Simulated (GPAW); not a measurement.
Input of a GPAW 26.7.0 run:

run.py

```python
from ase import Atoms
from ase.dft.bandgap import bandgap
from ase.io import write
from ase.units import GPa
from gpaw import GPAW, PW, setup_paths

setup_paths.insert(0, '.')

atoms = Atoms(['Ga', 'P'],
              cell=[[0.0, 2.72525, 2.72525],
                    [2.72525, 0.0, 2.72525],
                    [2.72525, 2.72525, 0.0]],
              scaled_positions=[[0.0, 0.0, 0.0],
                                [0.75, 0.75, 0.75]],
              pbc=True)

calc = GPAW(mode=PW(600),
            xc='PBEsol',
            kpts={'size': (8, 8, 8), 'gamma': True},
            occupations={'name': 'fermi-dirac', 'width': 0.05},
            nbands=11,
            convergence={'density': 1e-05, 'energy': 1e-05},
            maxiter=150,
            txt='gpaw.txt')
atoms.calc = calc
energy = atoms.get_potential_energy()
forces = atoms.get_forces()
stress = atoms.get_stress()
calc.write('gs.gpw')
write('result.traj', atoms)
print(f'Energy: {energy:.6f} eV')
print('Forces (eV/A):')
print(forces.round(4))
print('Stress (GPa):', (stress / GPa).round(3))
print('Fermi level:', round(calc.get_fermi_level(), 4), 'eV')
print(f'Gap: {bandgap(calc)[0]:.4f} eV, direct: {bandgap(calc, direct=True)[0]:.4f} eV')
```

Potentials or basis: PAW data sets generated in the run's folder for this functional, pw.

Run with:

```sh
$ gpaw-setup -f PBEsol Ga P
$ OMP_NUM_THREADS=1 python run.py
```

Problem. What does it give for the pressure?

Solution. 1.5 GPa.

Problem. Predict the band gap on the k mesh.

Solution. 1.53 eV, indirect (least direct gap 1.81 eV).

**Measured values to compare with.**

“Stacking defects in GaP nanowires: Electronic structure and optical properties”, 2018, arxiv:1810.01194 quotes, for a bulk crystal of GaP at 10 K: band gap 2.34 eV (indirect).

Against the measured gap of GaP, 2.34 eV (indirect; 10 K; quoted in “Stacking defects in GaP nanowires: Electronic structure and optical properties”, 2018, arxiv:1810.01194), the calculated 1.53 eV is off by -0.81 eV. Spin-orbit coupling on Ga is left out. The value is that of PBEsol on a finite k mesh, which can miss the band edges, without temperature or zero-point motion. Semilocal functionals fall short of measured gaps as a rule.
